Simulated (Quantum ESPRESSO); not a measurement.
Crystal: GaAs.

```
As Ga
1.0
     0.00000    2.82685    2.82685
     2.82685    0.00000    2.82685
     2.82685    2.82685    0.00000
As Ga
1 1
Direct
  0.75000 0.75000 0.75000
  0.00000 0.00000 0.00000
```

Base run:

```yaml
Program: Quantum ESPRESSO 7.5
Functional: PBE
Potentials_or_basis: SG15 PBE 1.2
Cutoff: 1197 eV
Density_cutoff: 4789 eV
k_mesh: 6 × 6 × 6
Occupations: fermi-dirac, width 0.05 eV
Spin: no spin polarisation
```

Its results: band gap on the k mesh 0.51 eV, direct; pressure 3.5 GPa.

The run is repeated on the same cell with these changes: functional from PBE to r2SCAN. What comes out?

Band gap on the k mesh 0.59 eV, direct; pressure -0.1 GPa.

Caveats: the potentials were made for another functional, which shifts forces and pressure (some runs).

Not every run made on this cell is shown here.
